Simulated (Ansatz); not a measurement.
Starting cell, BeO (wurtzite):

```xyz
8
Lattice="5.4236 0.0000 0.0000 -1.3559 2.3485 0.0000 0.0000 0.0000 4.4046" Properties=species:S:1:pos:R:3 pbc="T T T"
Be     1.3559     0.7828     0.0066
Be     4.0677     0.7828     0.0066
Be     0.0000     1.5657     2.2088
Be     2.7118     1.5657     2.2088
O      1.3559     0.7828     2.7472
O      4.0677     0.7828     2.7472
O      0.0000     1.5657     0.5449
O      2.7118     1.5657     0.5449
```

The atoms are displaced by Q × the pattern below (from a DFPT mode at M = (0.5, 0.0, 0.0), largest move 1; Q in Å), at fixed cell. (q is in reciprocal vectors of the primitive cell; the cell shown is doubled to hold the pattern.)

| atom | x | y | z |
|---|---|---|---|
| Be1 | 0.500 | -0.866 | 0.000 |
| Be2 | -0.500 | 0.866 | 0.000 |
| Be3 | -0.500 | 0.866 | 0.000 |
| Be4 | 0.500 | -0.866 | 0.000 |
| O5 | 0.251 | -0.435 | 0.000 |
| O6 | -0.251 | 0.435 | 0.000 |
| O7 | -0.251 | 0.435 | 0.000 |
| O8 | 0.251 | -0.435 | 0.000 |

Calculation: PBE (plane waves to 420 eV, PAW, scalar-relativistic; Ansatz, a quantum-chemistry and plane-wave program). k mesh 7×14×8 (Γ-centred), Fermi-Dirac smearing 0.05 eV. Energies are smeared free energies. Stress and pressure are positive under compression. BeO was relaxed with its symmetry unable to fall. The zero of ΔE is the undisplaced structure.

```csv
Q (Å),P (GPa),−dE/dQ from forces (eV/Å),ΔE (eV/cell)
-0.180,13.9,17.165,1.431
-0.150,9.6,13.660,0.969
-0.120,6.1,10.503,0.607
-0.090,3.4,7.629,…
-0.060,1.5,4.968,…
-0.030,0.4,2.448,0.037
0.000,0.0,0.000,0.000
0.030,0.4,-2.448,0.037
0.060,1.5,-4.968,…
0.090,3.4,-7.629,…
0.120,6.1,-10.503,0.607
0.150,9.6,-13.660,0.969
0.180,13.9,-17.165,1.431
```

**Question.** Fill in the missing entries.

**Answer.** 
- -0.090, ΔE (eV/cell): 0.336
- -0.060, ΔE (eV/cell): 0.148
- 0.060, ΔE (eV/cell): 0.148
- 0.090, ΔE (eV/cell): 0.336

(For displaced atoms, the force is minus the slope of the energy, and its curvature is a force constant, which sets phonon frequencies.)
